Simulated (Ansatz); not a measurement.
# The 2H-WS2 bilayer (2H stacking) between two gates, part 2 of 4

How does the 2H-WS2 bilayer (2H stacking) take up charge from its gate?

Ansatz 0.2.0; plane-wave DFT, PBE-D3(BJ), Ansatz PAW.

So far. Step 2 (Relaxing the slab): The lattice constant a goes from 3.180 to 3.157 Å.

### 3. Gated layer, added electrons 0, start network

The slab is cut off from its images along the normal. A charged sheet stands for each gate, the layer takes the opposite charge, and a barrier ahead of the sheet keeps electrons from leaking to it. The uncharged case sets the zero; a dense mesh is needed because few carriers fill a small part of the zone.

The cell differs from the one that the last finished run ended in (c 50.951 → 49.234 Å).

input.yaml reads:

```yaml
crystal:
  lattice:
    - [3.1567942593, 0.0, 0.0]
    - [-1.5783971297, 2.7338640231, 0.0]
    - [0.0, 0.0, 49.2343597177]
  atoms:
    - { symbol: S, position: [0.3333333333, 0.6666666667, 0.4062203736] }
    - { symbol: W, position: [0.0, 0.0, 0.4382412592] }
    - { symbol: S, position: [0.3333333333, 0.6666666667, 0.4702231312] }
    - { symbol: S, position: [0.0, 0.0, 0.5297768688] }
    - { symbol: W, position: [0.3333333333, 0.6666666667, 0.5617587408] }
    - { symbol: S, position: [0.0, 0.0, 0.5937796264] }
  periodic: [true, true, false]
  symmetry: { detect: true }
kpoints:
  mp_grid: { grid: [54, 54, 1] }
  band_path:
    path: [[0, 0, 0], [0.5, 0, 0], [0.33333333, 0.33333333, 0], [0, 0, 0]]
    npoints: 16
hamiltonian:
  xc: pbe
  dispersion: d3bj
scf:
  occupations: { method: fermi_dirac, width: 0.02585 }
  convergence: { dr2_threshold: 1.0e-10 }
output:
  forces: true
  eigenvalues: true
  dos: { projected: true, e_range: [-3, 3], de: 0.01 }
  write_potential: true
  write_density: true
  volumetric_format: npy
  elf: true
external_charges:
  - { charge: 0, barrier: 10, axis: 3, height: 32.734, sigma: 0.25 }
  - { charge: 0, barrier: 10, axis: 3, height: 16.5, sigma: 0.25 }
```

Run with:

```console
$ ansatz run input.yaml --threads 4 --pin off --max-ram 16384MiB --backend cpu --events-out ev --progress --plain --runs-dir out
```

Numbers of over 12 decimals in the logs are rounded to 6 here.

What it wrote:

```text
[...]
Crystal: 6 atoms, lattice volume = 424.905 Å³
Basis set: ecut = 420 eV, 8217 PW (Γ), exchange–correlation on 48×48×720 points (8 copies of the dense FFT grid, shifted against one another)
Bands: 32, of which v1, the nominal top of the filled ones, is band 26 counted from 1 (25 counted from 0)
Symmetry: 6 space group operations
k-points: 271 of 2916 (time reversal used)
[...]
SCF iter   1: F=—  HF=-24384.985793 eV  |F-HF|=—  |Δ(HF+E_count)|=         —  Δρ=2.76e-3  dr2=4.21e-2  ethr=1.77e-3  ⟨swp⟩=15.7  Hψ=74193  notcnv=0
[...]
SCF iter  12: F=-24385.001275 eV  HF=-24385.001275 eV  |F-HF|=2.18e-11  |Δ(HF+E_count)|=   1.18e-9  Δρ=8.74e-8  dr2=6.10e-11  ethr=1.00e-12  ⟨swp⟩=21.8  Hψ=101366  notcnv=0
SCF 1 converged in 12 iterations: F = -24385.001275 eV  dr2 = 6.10e-11
[...]
NSCF: frozen V_eff on 49 k-points
[...]
SCF converged after 12 iterations
Free energy (F): -24385.001275 eV
[...]
Internal energy: -24385.001275 eV  (E = F + TS)
E sigma→0 (E₀):  -24385.001275 eV
Fermi energy:    -4.586119 eV
[...]
--- Forces (eV/Å), atoms and charges each counted from 1 ---
  atom   1  S      0.00000000     0.00000000     0.00353385
  atom   2  W      0.00000000     0.00000000     0.00036195
  atom   3  S      0.00000000    -0.00000000    -0.00112099
  atom   4  S     -0.00000000     0.00000000     0.00112112
  atom   5  W      0.00000000     0.00000000    -0.00036097
  atom   6  S     -0.00000000     0.00000000    -0.00353964
  external charge   1     0.00000000     0.00000000     0.00413525
  external charge   2     0.00000000     0.00000000    -0.00413079
  max |Σ_I F_I| component, the external charges' with the atoms': 2.26e-7 eV/Å
--- Band table (eV; the first three rows and the last of 271) ---
  k-point 0: bands = [... 22 lower, -7.2206, -7.2206, -5.9918, -5.2423, -2.7458, -2.7458, -2.7279, -2.7279, ... 2 higher]
  k-point 1: bands = [... 22 lower, -7.2169, -7.1505, -5.9922, -5.2502, -2.7500, -2.7380, -2.7347, -2.7160, ... 2 higher]
  k-point 2: bands = [... 22 lower, -7.2069, -7.0497, -5.9939, -5.2743, -2.7624, -2.7529, -2.7219, -2.6879, ... 2 higher]
  k-point 270: bands = [... 22 lower, -8.0632, -8.0632, -5.7372, -5.6169, -3.7372, -3.7372, -2.7455, -2.0693, ... 2 higher]
```

It took 3 min on 4 threads of Arm Neoverse V1, shared host; peak memory 2.6 GiB.

This step gave:

* gap on the k-mesh: 1.352 eV
* gap along the path: 1.352 eV
* smallest direct gap along the path: 1.880 eV
* gap, the smaller of path and mesh: 1.352 eV
* potential beyond the upper barrier and gate, less the barrier, from the Fermi level: 4.586 eV

Running mean over a fixed 2.6 Å (it still follows the layers) of the planar mean; beyond a gate it holds the 10 eV model barrier. Electron's electrostatic potential energy less the Fermi level against z:

z (Å), electron's electrostatic potential energy less the Fermi level (eV) and a bar from the least value:
```
        4       14.6 ##############################
        5       14.6 ##############################
        6       14.6 ##############################
        7       14.6 ##############################
        8       14.6 ##############################
        9       14.6 ##############################
       10       14.6 ##############################
       11       14.6 ##############################
       12       14.6 ##############################
       13       14.6 ##############################
       14       14.6 ##############################
       15       14.5 ##############################
       16       11.5 ###########################
       17        7.6 ######################
       18        4.0 ##################
       19       -0.6 #############
       20       -6.3 #######
       21      -12.2 
       22      -12.2 
       23       -7.6 #####
       24       -2.0 ###########
       25       -1.3 ############
       26       -5.7 #######
       27      -12.1 
       28      -12.2 
       29       -8.3 ####
       30       -1.8 ############
       31        3.2 #################
       32        6.7 #####################
       33       10.6 ##########################
       34       14.1 #############################
       35       14.6 ##############################
       36       14.6 ##############################
       37       14.6 ##############################
       38       14.6 ##############################
       39       14.6 ##############################
       40       14.6 ##############################
       41       14.6 ##############################
       42       14.6 ##############################
       43       14.6 ##############################
       44       14.6 ##############################
       45       14.6 ##############################
```

The density of states has structure finer than the step of the table below, so its rows give means over 0.2 eV, whole bins alone (the curve runs from -3 to 1.63 eV). Peaks (eV: height): -2.91: 5.97, -2.59: 6.75, -2.23: 5.01, -1.96: 9.31, -1.41: 4.73, 1.42: 6.42, 1.53: 9.52.

The density of states by energy, zero at the Fermi level of the run, which the smearing sets inside the gap; means over each step:

```csv
energy (eV),density of states (states/eV a cell)
-2.8,4.82
-2.6,4.80
-2.4,2.52
-2.2,3.60
-2.0,5.85
-1.8,4.52
-1.6,3.30
-1.4,2.42
-1.2,1.01
-1.0,0.393
-0.8,0.295
-0.6,0.0614
-0.4,0
-0.2,0
0.0,0
0.2,0
0.4,0
0.6,0.0547
0.8,1.54
1.0,2.69
1.2,3.91
1.4,5.28
```

Projected DOS per atom over height of the atomic layer and energy from the Fermi level. Layers: S W S S W S from below.

Ten even steps from '_' (0.00 states/eV) to '@' (2.33 states/eV), each cell a mean:
```
--@@::::@@--
..**....**..
..==....==..
__::____::__
____________
____________
____________
____________
____________
____________
____________
____________
____________
__..____..__
__--____--__
..==....==..
..**....**..
..**....**..
::::::::::::
--..----..--
==..====..==
==::====::==
```
Columns: height of the atomic layer (Å) from 20 to 29.2 (not evenly spaced); rows upwards: energy from the Fermi level (eV) from -2.98 to 1.62.

Electronic bands along the path, in eV, zero at the Fermi level of the run, which the smearing sets inside the gap:

```csv
point,band 23,band 24,band 25,band 26,band 27,band 28,band 29,band 30
Γ,-2.63,-2.63,-1.41,-0.66,1.84,1.84,1.86,1.86
halfway,-2.96,-2.57,-2.03,-1.95,1.05,1.43,1.49,1.56
M,-2.36,-2.24,-2.10,-2.00,1.87,1.89,2.22,2.38
halfway,-3.41,-3.17,-1.60,-1.45,1.52,1.58,2.34,2.55
K,-3.48,-3.48,-1.15,-1.03,0.85,0.85,1.84,2.52
halfway,-2.52,-2.41,-1.98,-1.95,0.70,1.15,1.68,1.85
Γ,-2.63,-2.63,-1.41,-0.66,1.84,1.84,1.86,1.86
```

ELF in the ca plane at fractional y = 0.667, with atoms of S and W within 0.2 Å of it. It is the smooth field of the valence electrons, not physical close to the nuclei.

Values, 5 rows by 16 columns, each cell a mean:
```
0.00 0.00 0.00 0.00 0.00 0.01 0.11 0.27 0.25 0.23 0.26 0.08 0.48 0.74 0.44 0.40
0.00 0.00 0.00 0.00 0.01 0.13 0.49 0.62 0.29 0.32 0.63 0.33 0.33 0.66 0.35 0.32
0.00 0.00 0.00 0.00 0.04 0.50 0.89 0.58 0.46 0.52 0.58 0.77 0.08 0.27 0.48 0.51
0.00 0.00 0.00 0.00 0.06 0.57 0.91 0.38 0.46 0.52 0.39 0.83 0.06 0.20 0.50 0.50
0.00 0.00 0.00 0.00 0.01 0.26 0.73 0.76 0.36 0.41 0.77 0.53 0.22 0.54 0.36 0.37
```
Columns run along c (16.0 Å, from fractional 0.26 to 0.58 of the cell), rows up along a (3.2 Å). Atoms in or near the plane, at fractional coordinates: S at (0.41, 0.33), S at (0.47, 0.33), W at (0.56, 0.33).

Valence density in the ca plane at fractional y = 0.667, with atoms of S and W within 0.2 Å of it. It is the smooth field of the valence electrons, not physical close to the nuclei.

Ten steps, logarithmic in the rise over the least value, from '0' (0.0 e/Å³) to '9' (4.9 e/Å³), each cell a mean:
```
00000000000000000123344565443321113455544444
00000000000000000122334565433321113455544444
00000000000000001234554455455442112344445554
00000000000000002456665444566654211234468986
00000000000000012566566444565665311123589997
00000000000000012566566434565565311123589998
00000000000000002456665444566664211234479986
00000000000000001245555455455543112344455655
```
Columns run along c (16.0 Å, from fractional 0.26 to 0.58 of the cell), rows up along a (3.2 Å). Atoms in or near the plane, at fractional coordinates: S at (0.41, 0.33), S at (0.47, 0.33), W at (0.56, 0.33).

Electrostatic potential energy in the ca plane at fractional y = 0.667, with atoms of S and W within 0.2 Å of it. With pseudopotentials it is smooth inside the atoms' cores, unlike the true potential.

Ten even steps from '0' (-49 eV) to '9' (10 eV), each cell a mean:
```
99999999999888888877776434677778887766677677
99999999999888888877776434677778887766677777
99999999999888888776666655666677887776665456
99999999999888888752136666642247788777630014
99999999999888887621104777511126788877510001
99999999999888887621204677511115788877500001
99999999999888888742126666631147788777630003
99999999999888888776666656666677887776664456
```
Columns run along c (16.0 Å, from fractional 0.26 to 0.58 of the cell; values clipped at the 3rd and 97th percentile), rows up along a (3.2 Å). Atoms in or near the plane, at fractional coordinates: S at (0.41, 0.33), S at (0.47, 0.33), W at (0.56, 0.33).

The gap, the smaller of path and mesh, is 1.352 eV.

### 4. Gated layer, added electrons 1×10¹³ per cm²

Edit input.yaml of step 3 so:

```diff
@@ -14,2 +14,3 @@
   symmetry: { detect: true }
+total_charge: -0.00863
 kpoints:
@@ -28,3 +29,2 @@
   eigenvalues: true
-  dos: { projected: true, e_range: [-3, 3], de: 0.01 }
   write_potential: true
@@ -32,5 +32,6 @@
   volumetric_format: npy
-  elf: true
 external_charges:
   - { charge: 0, barrier: 10, axis: 3, height: 32.734, sigma: 0.25 }
+  - { charge: 0.004315, axis: 3, height: 34.234, sigma: 0.5 }
   - { charge: 0, barrier: 10, axis: 3, height: 16.5, sigma: 0.25 }
+  - { charge: 0.004315, axis: 3, height: 15.0, sigma: 0.5 }
```

What it wrote:

```text
[...]
Crystal: 6 atoms, lattice volume = 424.905 Å³
Basis set: ecut = 420 eV, 8217 PW (Γ), exchange–correlation on 48×48×720 points (8 copies of the dense FFT grid, shifted against one another)
Bands: 33, of which v1, the nominal top of the filled ones, is band 26 counted from 1 (25 counted from 0)
Symmetry: 6 space group operations
k-points: 271 of 2916 (time reversal used)
[...]
SCF iter   1: F=—  HF=-24385.809472 eV  |F-HF|=—  |Δ(HF+E_count)|=         —  Δρ=2.35e-2  dr2=2.58e0  ethr=3.10e-3  ⟨swp⟩=19.2  Hψ=81244  notcnv=0
[...]
SCF iter  13: F=-24385.033945 eV  HF=-24385.033945 eV  |F-HF|=1.16e-10  |Δ(HF+E_count)|=  7.64e-11  Δρ=1.10e-7  dr2=8.88e-11  ethr=1.00e-12  ⟨swp⟩=24.5  Hψ=95353  notcnv=0
SCF 1 converged in 13 iterations: F = -24385.033945 eV  dr2 = 8.88e-11
[...]
SCF converged after 13 iterations
Free energy (F): -24385.033945 eV
[...]
Internal energy: -24385.033187 eV  (E = F + TS)
E sigma→0 (E₀):  -24385.033566 eV
Entropy (-TS):   -0.000759 eV (-0.126 meV/atom)
Fermi energy:    -3.566455 eV
[...]
--- Forces (eV/Å), atoms and charges each counted from 1 ---
  atom   1  S      0.00000000    -0.00000000     0.00090450
  atom   2  W     -0.00000000     0.00000000    -0.00469504
  atom   3  S      0.00000000    -0.00000000     0.00795569
  atom   4  S     -0.00000000     0.00000000    -0.00795520
  atom   5  W      0.00000000    -0.00000000     0.00469547
  atom   6  S     -0.00000000     0.00000000    -0.00090907
  external charge   1     0.00000000     0.00000000     0.00437799
  external charge   2     0.00000000     0.00000000    -0.00019509
  external charge   3     0.00000000     0.00000000    -0.00437333
  external charge   4     0.00000000     0.00000000     0.00019509
  max |Σ_I F_I| component, the external charges' with the atoms': 1.01e-6 eV/Å
--- Band table (eV; the first three rows and the last of 271) ---
  k-point 0: bands = [... 22 lower, -6.8600, -6.8600, -5.6377, -4.8823, -2.3839, -2.3839, -2.3684, -2.3684, ... 3 higher]
  k-point 1: bands = [... 22 lower, -6.8564, -6.7949, -5.6382, -4.8902, -2.3883, -2.3760, -2.3751, -2.3564, ... 3 higher]
  k-point 2: bands = [... 22 lower, -6.8465, -6.6949, -5.6398, -4.9141, -2.4013, -2.3931, -2.3593, -2.3299, ... 3 higher]
  k-point 270: bands = [... 22 lower, -7.7061, -7.7061, -5.3760, -5.2560, -3.3757, -3.3757, -2.3877, -1.7132, ... 3 higher]
```

It took 3.2 min on 4 threads; peak memory 2.7 GiB.

This step gave:

| Item | Value |
| --- | --- |
| energy at zero smearing | -24385.0336 eV |
| potential beyond the upper barrier and gate, less the barrier, from the Fermi level | 3.566 eV |

Electronic bands along the path, in eV, zero at the Fermi level:

```csv
point,band 23,band 24,band 25,band 26,band 27,band 28,band 29,band 30
Γ,-3.29,-3.29,-2.07,-1.32,1.18,1.18,1.20,1.20
halfway,-3.62,-3.24,-2.69,-2.60,0.38,0.77,0.83,0.90
M,-3.02,-2.90,-2.76,-2.66,1.21,1.24,1.56,1.72
halfway,-4.08,-3.83,-2.26,-2.11,0.86,0.92,1.68,1.89
K,-4.14,-4.14,-1.81,-1.69,0.19,0.19,1.18,1.85
halfway,-3.18,-3.07,-2.63,-2.61,0.03,0.49,1.02,1.19
Γ,-3.29,-3.29,-2.07,-1.32,1.18,1.18,1.20,1.20
```

Against the uncharged case this takes +1.02 V.

### 5. Gated layer, added electrons 3×10¹³ per cm²

Edit input.yaml of step 4 so:

```diff
@@ -14,3 +14,3 @@
   symmetry: { detect: true }
-total_charge: -0.00863
+total_charge: -0.02589
 kpoints:
@@ -34,4 +34,4 @@
   - { charge: 0, barrier: 10, axis: 3, height: 32.734, sigma: 0.25 }
-  - { charge: 0.004315, axis: 3, height: 34.234, sigma: 0.5 }
+  - { charge: 0.012945, axis: 3, height: 34.234, sigma: 0.5 }
   - { charge: 0, barrier: 10, axis: 3, height: 16.5, sigma: 0.25 }
-  - { charge: 0.004315, axis: 3, height: 15.0, sigma: 0.5 }
+  - { charge: 0.012945, axis: 3, height: 15.0, sigma: 0.5 }
```

What it wrote:

```text
[...]
Crystal: 6 atoms, lattice volume = 424.905 Å³
Basis set: ecut = 420 eV, 8217 PW (Γ), exchange–correlation on 48×48×720 points (8 copies of the dense FFT grid, shifted against one another)
Bands: 33, of which v1, the nominal top of the filled ones, is band 26 counted from 1 (25 counted from 0)
Symmetry: 6 space group operations
k-points: 271 of 2916 (time reversal used)
[...]
--- Band table (eV; the first three rows and the last of 271) ---
  k-point 0: bands = [... 22 lower, -6.1416, -6.1416, -4.9324, -4.1648, -1.6632, -1.6632, -1.6522, -1.6522, ... 3 higher]
  k-point 1: bands = [... 22 lower, -6.1381, -6.0859, -4.9328, -4.1727, -1.6679, -1.6589, -1.6548, -1.6403, ... 3 higher]
  k-point 2: bands = [... 22 lower, -6.1286, -5.9878, -4.9342, -4.1965, -1.6831, -1.6758, -1.6368, -1.6163, ... 3 higher]
  k-point 270: bands = [... 22 lower, -6.9945, -6.9945, -4.6563, -4.5370, -2.6553, -2.6553, -1.6747, -1.0038, ... 3 higher]
[key lines of the parts left out:]
SCF converged after 12 iterations
Free energy (F): -24385.089872 eV
Fermi energy:    -2.817631 eV
```

It took 3 min on 4 threads; peak memory 2.7 GiB; 12 min of CPU time.

Electronic bands along the path, in eV, zero at the Fermi level:

```csv
point,band 23,band 24,band 25,band 26,band 27,band 28,band 29,band 30
Γ,-3.32,-3.32,-2.11,-1.35,1.15,1.15,1.17,1.17
halfway,-3.66,-3.28,-2.72,-2.64,0.35,0.74,0.78,0.87
M,-3.06,-2.93,-2.79,-2.69,1.18,1.21,1.52,1.69
halfway,-4.11,-3.87,-2.29,-2.14,0.83,0.89,1.65,1.86
K,-4.18,-4.18,-1.84,-1.72,0.16,0.16,1.14,1.81
halfway,-3.22,-3.11,-2.67,-2.64,0.00,0.45,0.98,1.15
Γ,-3.32,-3.32,-2.11,-1.35,1.15,1.15,1.17,1.17
```

Against the uncharged case this takes +1.77 V.

### 6. Gated layer, added electrons 6×10¹³ per cm²

Edit input.yaml of step 5 so:

```diff
@@ -14,3 +14,3 @@
   symmetry: { detect: true }
-total_charge: -0.02589
+total_charge: -0.051782
 kpoints:
@@ -34,4 +34,4 @@
   - { charge: 0, barrier: 10, axis: 3, height: 32.734, sigma: 0.25 }
-  - { charge: 0.012945, axis: 3, height: 34.234, sigma: 0.5 }
+  - { charge: 0.025891, axis: 3, height: 34.234, sigma: 0.5 }
   - { charge: 0, barrier: 10, axis: 3, height: 16.5, sigma: 0.25 }
-  - { charge: 0.012945, axis: 3, height: 15.0, sigma: 0.5 }
+  - { charge: 0.025891, axis: 3, height: 15.0, sigma: 0.5 }
```

What it wrote:

```text
[...]
Crystal: 6 atoms, lattice volume = 424.905 Å³
Basis set: ecut = 420 eV, 8217 PW (Γ), exchange–correlation on 48×48×720 points (8 copies of the dense FFT grid, shifted against one another)
Bands: 33, of which v1, the nominal top of the filled ones, is band 26 counted from 1 (25 counted from 0)
Symmetry: 6 space group operations
k-points: 271 of 2916 (time reversal used)
[...]
--- Band table (eV; the first three rows and the last of 271) ---
  k-point 0: bands = [... 22 lower, -5.0712, -5.0712, -3.8816, -3.0959, -0.5901, -0.5901, -0.5855, -0.5855, ... 3 higher]
  k-point 1: bands = [... 22 lower, -5.0678, -5.0281, -3.8819, -3.1037, -0.5959, -0.5917, -0.5812, -0.5736, ... 3 higher]
  k-point 2: bands = [... 22 lower, -5.0589, -4.9336, -3.8830, -3.1272, -0.6158, -0.6065, -0.5606, -0.5516, ... 3 higher]
  k-point 270: bands = [... 22 lower, -5.9337, -5.9337, -3.5839, -3.4658, -1.5820, -1.5820, -0.6126, 0.0530, ... 3 higher]
[key lines of the parts left out:]
SCF converged after 12 iterations
Free energy (F): -24385.151621 eV
Fermi energy:    -1.726009 eV
```

The job ended after 3.1 min (4 threads; peak memory 2.7 GiB).

Electronic bands along the path, in eV, zero at the Fermi level:

```csv
point,band 23,band 24,band 25,band 26,band 27,band 28,band 29,band 30
Γ,-3.35,-3.35,-2.16,-1.37,1.14,1.14,1.14,1.14
halfway,-3.69,-3.32,-2.75,-2.66,0.31,0.72,0.74,0.85
M,-3.08,-2.96,-2.82,-2.71,1.17,1.19,1.50,1.67
halfway,-4.15,-3.90,-2.31,-2.16,0.81,0.87,1.63,1.84
K,-4.21,-4.21,-1.86,-1.74,0.14,0.14,1.11,1.78
halfway,-3.25,-3.14,-2.69,-2.67,-0.03,0.42,0.96,1.12
Γ,-3.35,-3.35,-2.16,-1.37,1.14,1.14,1.14,1.14
```

Against the uncharged case this takes +2.86 V.

(Continued in part 3 of 4.)

[Logs are printed without paths, hosts, clocks, repeated set-up lines and the standing remarks that a program may print on its own settings, such as how far it seeks lower states.]

[Hosts, paths, dates, database ids (printed as entryN), source tags and the programs' standing remarks are cut or masked in the printed files.]

[Maps of the electrostatic potential energy from Ansatz leave out the sawtooth potential of an applied field or a dipole correction, so their vacuum need not be flat; planar profiles and work functions include it.]

[The density of states shown here was stored with 400 of the rows of the run's finer table, so its peaks can read low, often by over a quarter, or be missed, and its means over a window can be off by a tenth or more.]
